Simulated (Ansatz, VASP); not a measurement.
# Si54HC53 (H_C) in two plane-wave programs

Aim: how closely do two programs agree when they are given the same cell, functional and k mesh? The cell is taken from a series of runs on this material, whose earlier steps may have relaxed, scaled, displaced or heated it; both programs get it as it stands.

Main program and level: Ansatz 0.2.0; plane waves, with VASP 6.6.1 beside it; single point at r2SCAN.

### Step 1. Starting point

The cell holds 108 atoms: 54 Si, 53 C and 1 H. Its edges and angles: a = 9.236 Å, b = 9.236 Å, c = 15.108 Å, α = 90.0°, β = 90.0°, γ = 120.0°. It derives from SiC (SiC (P6_3mc)). Nearest the centre at fractional (0.556, 0.444, 0.542): H108 at 0.33 Å, Si47 at 2.02 Å, Si29 at 2.19 Å, Si53 at 2.20 Å, Si27 at 2.22 Å, C65 at 3.07 Å, C77 at 3.07 Å, C88 at 3.07 Å. The cell carries charge +3.

### Step 2. VASP: single point, r2SCAN

With cell and atoms fixed, the geometry can't cause a difference; cores, projectors, grids and the points listed under the comparison can.

Lines of VASP's logs that name or quote its potential files are left out, and so is its time.

INCAR

```
SYSTEM = Si54HC53
PREC = Accurate
ENCUT = 580
EDIFF = 1E-06
NELM = 120
ISMEAR = -1
SIGMA = 0.01
LREAL = Auto
ALGO = Normal
METAGGA = R2SCAN
LASPH = .TRUE.
NELECT = 426
NBANDS = 288
LORBIT = 11
LWAVE = .FALSE.
LCHARG = .FALSE.
ISIF = 2
ISYM = 0
GGA_COMPAT = .FALSE.
EFERMI = MIDGAP
LMIXTAU = .TRUE.
KPAR = 4
```

POSCAR

```
Si54HC53
1.0
    9.2359949282      0.0000000000      0.0000000000
   -4.6179974641      7.9986062370      0.0000000000
    0.0000000000      0.0000000000     15.1078644027
Si C H
54 53 1
Direct
    0.1112817022      0.2215876031      0.8342309986
    0.2214731230      0.1084206879      0.3307286227
    0.2203824438      0.1106926812      0.6678908150
[... 1 atom line left out ...]
    0.9996006955      0.0011428697      0.4985600734
[... 2 atom lines left out ...]
    0.2212047541      0.4473898560      0.3307424888
    0.2207178627      0.4427040415      0.6681099868
[... 1 atom line left out ...]
    0.9974270243      0.3325268542      0.4982879297
[... 5 atom lines left out ...]
    0.0019612430      0.6681297356      0.4980064929
[... 1 atom line left out ...]
    0.4448850714      0.2207928267      0.8368619913
    0.5542861733      0.1103635024      0.3311624137
    0.5576861234      0.1104377268      0.6676509103
[... 1 atom line left out ...]
    0.3327841759      0.9989625667      0.4980033436
[... 1 atom line left out ...]
    0.4450996926      0.5556950144      0.8368779628
    0.5560091859      0.4447275780      0.3318285561
    0.5567194626      0.4440532245      0.6887625925
[... 1 atom line left out ...]
    0.2976757011      0.3154425446      0.4922768331
[... 2 atom lines left out ...]
    0.5533792973      0.7796452662      0.3307566833
    0.5581444516      0.7801260777      0.6680946055
[... 1 atom line left out ...]
    0.3327285667      0.6682142876      0.4977207819
[... 5 atom lines left out ...]
    0.6683283352      0.0034634230      0.4982974906
[... 1 atom line left out ...]
    0.7800865720      0.5560089942      0.8368165070
    0.8905091893      0.4465174139      0.3311794407
    0.8903843131      0.4431422072      0.6676627343
[... 1 atom line left out ...]
    0.6747645907      0.3263465821      0.4959010721
[... 2 atom lines left out ...]
    0.8922797868      0.7792168259      0.3307119228
    0.8901005426      0.7803787175      0.6678858680
[... 1 atom line left out ...]
    0.6851716826      0.7027620095      0.4923152253
[... 3 atom lines left out ...]
    0.1115341367      0.2219489126      0.7084257228
[... 1 atom line left out ...]
    0.2234301519      0.1112504443      0.5422059471
[... 5 atom lines left out ...]
    0.2249387435      0.4469106958      0.5423952899
[... 2 atom lines left out ...]
    0.0001951960      0.6676366734      0.3739678164
[... 5 atom lines left out ...]
    0.3331812759      0.0006229001      0.3739700215
    0.4441152149      0.2201460549      0.7076642956
[... 1 atom line left out ...]
    0.5541075409      0.1117604378      0.5422457021
[... 2 atom lines left out ...]
    0.3328409097      0.3338336587      0.3740672057
    0.4448287672      0.5560322364      0.7074111395
[... 3 atom lines left out ...]
    0.3330726027      0.6677082793      0.3738841898
[... 2 atom lines left out ...]
    0.5540701924      0.7761067375      0.5423505403
[... 3 atom lines left out ...]
    0.7786301432      0.2221820184      0.7083277124
[... 4 atom lines left out ...]
    0.6664524116      0.3345676267      0.3742551418
    0.7806180429      0.5566294328      0.7076556576
[... 1 atom line left out ...]
    0.8893298259      0.4468690534      0.5422640153
[... 2 atom lines left out ...]
    0.6667348509      0.6678354123      0.3740221791
    0.7788880501      0.8892849915      0.7084228508
[... 1 atom line left out ...]
    0.8895426365      0.7773362240      0.5422117806
[... 1 atom line left out ...]
    0.5753402979      0.4269454767      0.5318109527
```

KPOINTS

```
Points of the shifted mesh
8
Reciprocal
 0.2500000000  0.2500000000  0.2500000000 1
 0.2500000000  0.2500000000  0.7500000000 1
 0.2500000000  0.7500000000  0.2500000000 1
 0.2500000000  0.7500000000  0.7500000000 1
 0.7500000000  0.2500000000  0.2500000000 1
 0.7500000000  0.2500000000  0.7500000000 1
 0.7500000000  0.7500000000  0.2500000000 1
 0.7500000000  0.7500000000  0.7500000000 1
```

Potentials, in the order of the species: Si, C and H (PBE family, release 64).

Launch:

```sh
> mpirun -np 8 vasp_std
```

Numbers of over 12 decimals in the logs are rounded to 6 here.

Output:

```text
[banner, memory and clock lines left out]
running    8 mpi-ranks, on    1 nodes
[...]
|                                                                             |
|           W    W    AA    RRRRR   N    N  II  N    N   GGGG   !!!           |
|           W    W   A  A   R    R  NN   N  II  NN   N  G    G  !!!           |
|           W    W  A    A  R    R  N N  N  II  N N  N  G       !!!           |
|           W WW W  AAAAAA  RRRRR   N  N N  II  N  N N  G  GGG   !            |
|           WW  WW  A    A  R   R   N   NN  II  N   NN  G    G                |
|           W    W  A    A  R    R  N    N  II  N    N   GGGG   !!!           |
|                                                                             |
|     For optimal performance we recommend to set                             |
|       NCORE = 2 up to number-of-cores-per-socket                            |
|     NCORE specifies how many cores store one orbital (NPAR=cpu/NCORE).      |
|     This setting can greatly improve the performance of VASP for DFT.       |
[...]
DAV:   5    -0.122020925304E+04   -0.10261E+00   -0.10244E+00  5592   0.169E+00BRMIX: very serious problems
 the old and the new charge density differ
 old charge density:   429.00000 new  426.00000
BRMIX: very serious problems
 the old and the new charge density differ
 old charge density:   429.00000 new  426.00000
BRMIX: very serious problems
 the old and the new charge density differ
 old charge density:   429.00000 new  426.00000
BRMIX: very serious problems
 the old and the new charge density differ
 old charge density:   429.00000 new  426.00000
    0.674E+01
DAV:   6    -0.111748174515E+04    0.10273E+03   -0.29517E+02  5216   0.239E+01    0.375E+01
DAV:   7    -0.105881702159E+04    0.58665E+02   -0.21287E+01  5736   0.863E+00    0.149E+01
DAV:   8    -0.111232082649E+04   -0.53504E+02   -0.14591E+01  4824   0.786E+00    0.108E+01
DAV:   9    -0.108541824313E+04    0.26903E+02   -0.41159E+00  4944   0.436E+00    0.512E+00
[...]
DAV:  35    -0.105999704544E+04   -0.13591E-05   -0.40000E-07  2496   0.109E-03    0.388E-03
DAV:  36    -0.105999704650E+04   -0.10609E-05   -0.24817E-07  2496   0.876E-04    0.176E-03
DAV:  37    -0.105999704696E+04   -0.46418E-06   -0.10271E-07  2496   0.566E-04
   1 F= -.10599970E+04 E0= -.10599970E+04  d E =0.000000E+00
```

Parts of OUTCAR (step 2):

```text
  FREE ENERGIE OF THE ION-ELECTRON SYSTEM (eV)
  ---------------------------------------------------
  free  energy   TOTEN  =     -1059.9970469630 eV

  energy  without entropy=    -1059.9970469630  energy(sigma->0) =    -1059.99704696
```

The run ends at a pressure of -4.53 GPa, with forces up to 0.19 eV/Å.

### Step 3. Ansatz: single point, r2SCAN

Ansatz runs on its PAW soft_1 files.

The same cell, functional, mesh and smearing now go to Ansatz.

input.yaml

```yaml
crystal:
  checkpoint: "../qp3.relax.run"
  host: checkpoint
total_charge: 3
basis:
  ecutwfc: 500
  xc_grid: 2
hamiltonian:
  xc: r2scan
  pseudopotentials: { kind: paw, azcp: { folder: soft_1 } }
kpoints:
  mp_grid: { grid: [2, 2, 2], shift: [0.5, 0.5, 0.5] }
scf:
  occupations: { method: fermi_dirac, width: 0.01 }
  max_iter: 100
output:
  forces: true
  eigenvalues: true
  charged_corrections:
    epsilon: [7.09, 7.09, 7.35]
    static_epsilon: [10.43, 10.43, 10.95]
    defect_position: [0.555556, 0.444444, 0.541528]
  eigenstates: { localisation: true }
  populations: true
checkpoint:
  read: "../qp3.relax.run"
  write: "../qp3.point.run"
  compress: false
  write_wavefunctions: false
  write_every: 100000
```

Launch:

```sh
> ansatz run input.yaml --threads 4 --pin off --max-ram 15073MiB --backend cpu --events-out ev --progress --plain --runs-dir out
```

Output:

```text
crystal.checkpoint: the structure is that of <dir>, a `relax` run, at its step 12: its result, under r2scan at a charge of 3 e; 108 atoms read, 0 with a starting moment; crystal.structure_sha256 for this input is
Engine: ansatz 0.2.0, aarch64-unknown-linux-gnu
Pseudopotentials: kind: paw
Pseudopotential: Si, paw, valence charge 4, recommended cutoff 500 eV (meta_gga), soft_1/Si.paw.azcp
Pseudopotential: C, paw, valence charge 4, recommended cutoff 500 eV (meta_gga), soft_1/C.paw.azcp
Pseudopotential: H, paw, valence charge 1, recommended cutoff 500 eV (meta_gga), soft_1/H.paw.azcp
Functional definition: r2SCAN
  parameter k0 = 0.174
  parameter k1 = 0.065
  parameter a1 = 4.9479
  exchange = r2scan_x(k0 = k0, k1 = k1, a1 = a1)
  correlation = r2scan_c
Crystal: 108 atoms, lattice volume = 1116.095 Å³
Basis set: ecut = 500 eV, 28399 PW (Γ), exchange–correlation on 144×144×240 points (8 copies of the dense FFT grid, shifted against one another)
Bands: 321, of which v1, the nominal top of the filled ones, is band 213 counted from 1 (212 counted from 0)
Symmetry: 1 space group operations
Space group: P1 (ITA 1), of the structure as read, at distance tolerance 1.0e-4 Å
k-points: 4 of 8 (time reversal used)
Non-local potential: Si, projectors of the file, l = 0: 2, l = 1: 2, l = 2: 1
Non-local potential: C, projectors of the file, l = 0: 2, l = 1: 2, l = 2: 1
Non-local potential: H, projectors of the file, l = 0: 2, l = 1: 1
PAW form: soft (Blöchl's): semilocal exchange-correlation on the pseudo side does not see the compensation charge
PAW frozen core: Si, regenerated for the run's functional (the file was generated under x = pbe(κ = 0.804, μ = 0.219515), c = pbe(β = 0.066725))
PAW frozen core: C, regenerated for the run's functional (the file was generated under x = pbe(κ = 0.804, μ = 0.219515), c = pbe(β = 0.066725))
PAW one-centre angular grid: Si, 302 points (default); XC on 160 Gauss nodes
PAW one-centre angular grid: C, 302 points (default); XC on 219 of its mesh's 2255 points in the sphere
PAW one-centre angular grid: H, 302 points (default); XC on 160 Gauss nodes
Initial density: read from a saved state, or passed on in memory by an earlier SCF of this step, an earlier step, the calling program or the single point that the run made first
Initial wavefunctions: pseudopotential atomic-orbital guess — the wavefunctions supplied were not used: k-point sampling differs
Functional: x = r2scan, c = r2scan; τ floored in thin density (d = 2e-4 eV/Å³)
iter 1 solved again at ethr=1.97e-5 eV; its pass at ethr=3.10e-3 eV (dr2=8.37e-2 eV) is discarded
SCF iter   1: F=—  HF=-47922.967683 eV  |F-HF|=—  |Δ(HF+E_count)|=         —  Δρ=3.06e-3  dr2=8.01e-2  dr2_τ=4.94e-3  ethr=1.97e-5  ⟨swp⟩=9.5  Hψ=9604  notcnv=0
preconditioner: auto → Resta (q_TF=auto, 2.324 Å⁻¹)  ε∞=4.3  [insulator: Δε(μ)=1.406 eV  Ē_g=12.653 eV  σ=0.010 eV  W_gap=1.00  n_scr=244 (ndim 8)  ℏωp=22.9 eV  f_vac=0.000  D(μ)=0.00/eV (n_scr^D=0)  ε∞_Penn≈4.3]
SCF iter   2: F=—  HF=-47922.968901 eV  |F-HF|=—  |Δ(HF+E_count)|=   1.22e-3  Δρ=1.64e-3  dr2=1.72e-2  dr2_τ=6.81e-4  ethr=1.88e-5  ⟨swp⟩=5.2  Hψ=2818  notcnv=0
SCF iter   3: F=—  HF=-47922.973618 eV  |F-HF|=—  |Δ(HF+E_count)|=   4.72e-3  Δρ=4.43e-4  dr2=1.47e-3  dr2_τ=1.02e-4  ethr=4.04e-6  ⟨swp⟩=3.5  Hψ=2546  notcnv=0
SCF iter   4: F=—  HF=-47922.974195 eV  |F-HF|=—  |Δ(HF+E_count)|=   5.78e-4  Δρ=4.93e-5  dr2=2.81e-5  dr2_τ=2.05e-6  ethr=3.45e-7  ⟨swp⟩=2.5  Hψ=2136  notcnv=0
SCF iter   5: F=—  HF=-47922.973703 eV  |F-HF|=—  |Δ(HF+E_count)|=   4.92e-4  Δρ=1.49e-5  dr2=2.48e-6  dr2_τ=2.24e-7  ethr=6.59e-9  ⟨swp⟩=2.0  Hψ=1974  notcnv=0
SCF iter   6: F=-47922.973704 eV  HF=-47922.973704 eV  |F-HF|=1.19e-8  |Δ(HF+E_count)|=   7.08e-7  Δρ=2.77e-6  dr2=9.61e-8  dr2_τ=7.38e-9  ethr=2.35e-11  ⟨swp⟩=9.2  Hψ=6725  notcnv=0
SCF 1 converged in 6 iterations: F = -47922.973704 eV  dr2 = 9.61e-8
  greatest PAW one-centre occupation: 0.663 electrons in one spin orbital (limit 2), on the C atom at site 10 (counted from 0), in its partial waves of l = 0
SCF converged after 6 iterations
Free energy (F): -47922.973704 eV
Harris-Foulkes:  -47922.973704 eV  (|F-HF|=1.19e-8)
Internal energy: -47922.973704 eV  (E = F + TS)
E sigma→0 (E₀):  -47922.973704 eV
Fermi energy:    10.118411 eV
--- Per-component energies (eV) ---
  E_band       = 1322.788723
  E_kinetic    = 7097.554092
  E_local      = -5298.655011  (includes V_loc(G=0)·N_el)
  E_nonlocal   = 2345.218635
  E_hartree    = 1824.550009
  E_xc         = -5407.564184
  E_vxc        = -6264.515906  (∫ρ·V_xc dr)
  E_paw        = -33372.052534  (= ΣΔE_a)
  E_vpaw       = -496.755103  (= ΣTr[D̂ρ^β])
  E_aug_tail   = 0.000724  (compensation charges beyond the density's cutoff)
  E_vtau       = 290.849143  (kinetic-family band-sum trace: ∫τ·v_τ [+ j·A + Jᵃ·Aᵃ] dr)
  E_ewald      = -15106.585031
  E_core_change = -5.440403  (= ΣΔE_core)
[...]
k-point 2: bands = [... 209 lower, 8.9645, 8.9983, 9.1171, 9.4218, 10.8272, 11.4203, 11.5915, 11.9342, ... 104 higher]
  k-point 3: bands = [... 209 lower, 8.9556, 9.0148, 9.0944, 9.4198, 10.8108, 11.4321, 11.5948, 11.9872, ... 104 higher]
--- Löwdin populations: 108 sites ---
  site symbol       q [e]
     0     Si      2.9105
     1     Si      2.9120
     2     Si      2.9126
     3     Si      2.9238
     4     Si      2.9359
     5     Si      2.9237
     6      C      4.9728
     7      C      4.9740
     8      C      4.9632
     9      C      4.9571
    10      C      4.9440
    11      C      4.9613
    12     Si      2.9094
    13     Si      2.9102
    14     Si      2.9136
    15     Si      2.9259
    16     Si      2.9378
    17     Si      2.9240
    18      C      4.9728
    19      C      4.9723
    20      C      4.9580
    21      C      4.9570
    22      C      4.9376
    23      C      4.9593
[...]
100     Si      2.9108
   101     Si      2.9234
   102      C      4.9745
   103      C      4.9544
   104      C      4.9632
   105      C      4.9572
   106      C      4.9438
   107      C      4.9613
  spilling = 0.010122 (of n_electrons = 426.000000)
```

### Step 4. Differences

Known differences besides the potentials themselves: VASP keeps PBE cores, Ansatz makes them for the functional; the cutoff is 500 eV in Ansatz and 580 eV in VASP (PREC = Accurate, projectors in real space). Total energies have different zeros and are not compared.

The two programs side by side:

| quantity | Ansatz | VASP | difference |
| --- | --- | --- | --- |
| gap on the k mesh (eV) | 1.389 | 1.380 | +0.009 |

Forces on 8 of the 108 atoms, those with the largest forces and the largest differences (eV/Å; atoms numbered as in POSCAR):

| atom | Ansatz x, y, z | VASP x, y, z |
| --- | --- | --- |
| Si5 | -0.130, 0.070, -0.106 | -0.133, 0.071, -0.110 |
| Si17 | 0.106, -0.070, -0.003 | 0.106, -0.073, -0.004 |
| Si23 | 0.114, -0.052, -0.003 | 0.116, -0.051, -0.004 |
| Si27 | 0.043, -0.026, 0.051 | 0.043, -0.024, 0.071 |
| Si29 | 0.061, 0.142, -0.017 | 0.048, 0.129, -0.021 |
| Si47 | 0.137, -0.081, 0.000 | 0.138, -0.085, 0.001 |
| Si53 | -0.083, -0.116, -0.025 | -0.079, -0.100, -0.030 |
| H108 | -0.109, 0.059, 0.003 | -0.099, 0.053, -0.001 |

The forces differ by 3.0 meV/Å r.m.s., which is 6.8 % of the r.m.s. force of 0.044 eV/Å (both taken over all components). A gap on the mesh is an upper bound, since the band edges may lie between its points. The cell carries a charge of +3 e against a uniform background, so its pressure also hangs on how the neutralising background is counted, and in a defect's cell a gap may be the spacing between its levels.

### Step 5. Outcome

```json
{
 "r.m.s. force difference (single point, r2SCAN)": "3.0 meV/Å"
}
```

What this shows: The r.m.s. force difference is 3.0 meV/Å (single point, r2SCAN), within the 12 meV/Å picked in this series as the mark of a large difference. How closely two codes agree says nothing of how well the functional describes the real material.

[Lines on the potential files, build, host, timing and source positions are cut from VASP's logs without a mark.]

[Logs are printed without paths, hosts, clocks, repeated set-up lines and the standing remarks that a program may print on its own settings, such as how far it seeks lower states.]

[Hosts, paths, dates, database ids (printed as entryN), source tags and the programs' standing remarks are cut or masked in the printed files.]
